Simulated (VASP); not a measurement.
HfS2:

```xyz
3
Lattice="3.6649 0.0000 0.0000 -1.8325 3.1739 0.0000 0.0000 0.0000 6.4279" Properties=species:S:1:pos:R:3 pbc="T T T"
Hf    0.0000    0.0000    0.0000
S     1.8325    1.0580    4.9778
S     0.0000    2.1159    1.4501
```

The cell is a database's computed one.

The cell isn't the ideal one: a relaxed cell with its volume scaled by 1.02.

```yaml
Program: VASP 6.6.1
Task: relaxation of shape and atoms at fixed volume
Functional: PBE
Potentials_or_basis: VASP PAW PBE potentials, release 64 (Hf, S)
Cutoff: 300 eV
k_mesh: 5 × 5 × 3
Occupations: gaussian, width 0.03 eV
Spin: no spin polarisation
```

At the start: pressure -1.7 GPa; volume 24.92 Å³/atom.

Where does the relaxation end?

Over 6 steps the energy falls by 2.6 meV/atom; space group P-3m1 (No. 164, to 0.05 Å).

Step by step:
```tsv
step	energy change (eV)	largest force (eV/Å)	pressure (GPa)
1	0.0000	0.2389	-1.73
2	-0.0046	0.1173	-1.09
3	-0.0064	0.0157	-0.40
4	-0.0064	0.0274	-0.34
5	-0.0075	0.0108	-0.18
6	-0.0077	0.0007	-0.09
```

Final structure:
```
Hf S
1.0
     3.64315    0.00000    0.00000
    -1.82158    3.15506    0.00000
     0.00000    0.00000    6.50493
Hf S
1 2
Cartesian
  -1.8216 3.1551 0.0000
  1.8216 1.0517 5.0648
  0.0000 2.1034 1.4401
```

Caveat: the cutoff is under 1.25 times the usual one of these potentials, so pressure, stress and relaxed cells hold a basis-set (Pulay) error; this functional lacks dispersion, which binds the layers, so the pressure and a relaxed spacing across them are unreliable.
